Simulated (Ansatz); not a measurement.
## SnO₂ (Fm-3m), an elastic constant from a strain scan

Theory: DFT PBE, scalar-relativistic, plane waves, PAW in Ansatz 0.2.0. Settings: plane waves to 420 eV, k-mesh 16×16×16 (Γ-centred), Gaussian smearing 0.15 eV. No spin polarisation. Energies are free energies at this smearing, counted from the undisturbed cell; pressure is positive in compression.

The starting cell (relaxed at this level; this fluorite-type form isn't the usual structure):

```
Sn O
1.0
     0.00000    2.57165    2.57165
     2.57165    0.00000    2.57165
     2.57165    2.57165    0.00000
Sn O
1 2
Cartesian
  0.0000 0.0000 0.0000
  1.2858 1.2858 1.2858
  3.8575 3.8575 3.8575
```

The cell is strained by ε times the Voigt pattern (0, 0, 1, 0, 0, 0) (xx, yy, zz, yz, xz, xy; engineering shear) with fractional coordinates fixed. The cell holds 3 atoms in V0 = 34.01 Å³. The stress column is τ = (1/V0) dE/dε, got from the stress tensor σ (compression positive) at each point as −det(1 + εP) σ : P(1 + εP)⁻¹, with P the pattern as a tensor.

```csv
ε,ΔE (meV/atom),τ (GPa)
-0.0200,6.894,-9.917
-0.0100,1.694,-4.811
0.0000,0.000,0.012
0.0050,0.417,2.320
0.0150,3.640,6.728
0.0200,?,?
```

Q: Which combination of elastic constants does this scan measure, and how large is it?

A: For small ε, τ = τ0 + Kε with K = pᵀCp, which for this pattern is C11 in the cubic axes. The parabola through τ at ε = -0.0100, 0 and 0.0050 has slope K = 468 GPa at zero. The energies per cell, E = NΔE, of the same two points give K = 2[E(ε₊)/ε₊ − E(ε₋)/ε₋]/[(ε₊ − ε₋)V0] = 476 GPa, in agreement.

Q: Predict the withheld row at ε = 0.0200 from the harmonic law, and compare.

A: ΔE = V0(τ0 ε + Kε²/2)/N = 6.648 meV/atom and τ = 9.38 GPa. The calculation gives 6.404 meV/atom and 8.83 GPa, a miss of 3.7 % of the harmonic energy, so the harmonic law still holds here.

No gap shows at this level, though a semilocal functional can close a small gap that the real compound has; without a gap these slopes depend on the k mesh and the smearing.

Cost: 6 runs of about 0.99 core-minutes in all, on Intel Xeon Platinum 8259CL (Skylake/Cascade Lake) (shared hosts).